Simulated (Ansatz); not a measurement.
The cell comes from COD entry 2102244, which wasn't checked; take it as a given geometry.

An input for WC: DFT, PBE, PAW with Ansatz's default frozen-core files, scalar-relativistic (Ansatz 0.2.0).

```yaml
crystal:
  lattice:
    - [2.900501436, 0.0, 0.0]
    - [-1.450250718, 2.5119079273, 0.0]
    - [0.0, 0.0, 2.829]
  atoms:
    - { symbol: W, position: [0.0, 0.0, 0.0] }
    - { symbol: C, position: [0.6666666667, 0.3333333333, 0.5] }
kpoints:
  mp_grid: { grid: [14, 14, 13] }
  band_path:
    path:
      - [0.0, 0.0, 0.0]
      - [0.5, 0.0, 0.0]
      - [0.3333333333, 0.3333333333, 0.0]
      - [0.0, 0.0, 0.0]
      - [0.0, 0.0, 0.5]
      - [0.5, 0.0, 0.5]
      - [0.3333333333, 0.3333333333, 0.5]
      - [0.0, 0.0, 0.5]
      - [0.5, 0.0, 0.5]
    npoints: 8
scf:
  occupations: { method: fermi_dirac, width: 0.05 }
hamiltonian:
  xc: pbe
  pseudopotentials: { kind: paw }
output:
  forces: true
  stress: true
  eigenvalues: true
  efg: { contact_densities: true }
  populations: true
  bader: true
  dos: { projected: true, de: 0.2, e_range: [-14, 8] }
```

Set-up and iterations as logged by Ansatz (the results part is left out, to be predicted):

```
Engine: ansatz 0.2.0
Pseudopotentials: kind: paw
Pseudopotential: W, paw, valence charge 14, recommended cutoff 420 eV (normal)
Pseudopotential: C, paw, valence charge 4, recommended cutoff 420 eV (normal)
Functional definition: PBE
  parameter kappa = 0.804
  parameter beta = 0.06672455060314922
  exchange = pbe_x(kappa = kappa, mu = beta*pi^2/3)
  correlation = pbe_c(beta = beta)
Crystal: 2 atoms, lattice volume = 20.612 Å³
Basis set: ecut = 420 eV, 405 PW (Γ), exchange–correlation on 40×40×40 points (8 copies of the dense FFT grid, shifted against one another)
Bands: 13, of which v1, the nominal top of the filled ones, is band 9 counted from 1 (8 counted from 0)
Symmetry: 12 space group operations
Space group: P-6m2 (ITA 187), of the structure as read, at distance tolerance 2.7e-5 Å
k-points: 168 of 2548 (time reversal used)
Non-local potential: W, projectors of the file, l = 0: 3, l = 1: 2, l = 2: 2, l = 3: 1
Non-local potential: C, projectors of the file, l = 0: 2, l = 1: 2, l = 2: 1
PAW form: soft (Blöchl's): semilocal exchange-correlation on the pseudo side does not see the compensation charge
PAW one-centre angular grid: W, 590 points (default); XC on 64 Gauss nodes
PAW one-centre angular grid: C, 110 points (default); XC on 64 Gauss nodes
Initial density: superposition of atomic densities (neutral atoms: chi_scale 0, normalization atom), corrected by the library's trained network
Initial wavefunctions: pseudopotential atomic-orbital guess
Functional: x = pbe(κ = 0.804, μ = 0.2195149727645171), c = pbe(β = 0.06672455060314922)
SCF iter   1: F=—  HF=-10636.045567 eV  |F-HF|=—  |Δ(HF+E_count)|=         —  Δρ=7.24e-3  dr2=2.50e-3  ethr=1.77e-3  ⟨swp⟩=5.8  Hψ=10960  notcnv=0
SCF iter   2: F=—  HF=-10636.048015 eV  |F-HF|=—  |Δ(HF+E_count)|=   2.45e-3  Δρ=4.20e-3  dr2=8.74e-4  ethr=1.39e-5  ⟨swp⟩=2.0  Hψ=4184  notcnv=0
SCF iter   3: F=—  HF=-10636.049044 eV  |F-HF|=—  |Δ(HF+E_count)|=   1.03e-3  Δρ=3.87e-4  dr2=2.72e-5  ethr=4.86e-6  ⟨swp⟩=2.3  Hψ=3286  notcnv=0
SCF iter   4: F=—  HF=-10636.049033 eV  |F-HF|=—  |Δ(HF+E_count)|=   1.09e-5  Δρ=1.39e-4  dr2=2.40e-6  ethr=1.51e-7  ⟨swp⟩=2.9  Hψ=3763  notcnv=0
SCF iter   5: F=—  HF=-10636.049033 eV  |F-HF|=—  |Δ(HF+E_count)|=   2.75e-7  Δρ=2.73e-5  dr2=1.16e-7  ethr=1.33e-8  ⟨swp⟩=2.0  Hψ=3536  notcnv=0
SCF iter   6: F=-10636.049033 eV  HF=-10636.049033 eV  |F-HF|=3.93e-9  |Δ(HF+E_count)|=   4.33e-8  Δρ=6.14e-6  dr2=6.38e-9  ethr=5.56e-10  ⟨swp⟩=4.1  Hψ=7587  notcnv=0
```

Problem. What pressure will this run report?

Solution. 8.49 GPa (positive in compression).

Problem. Is there a band gap?

Solution. none: bands cross the Fermi level, a metal.
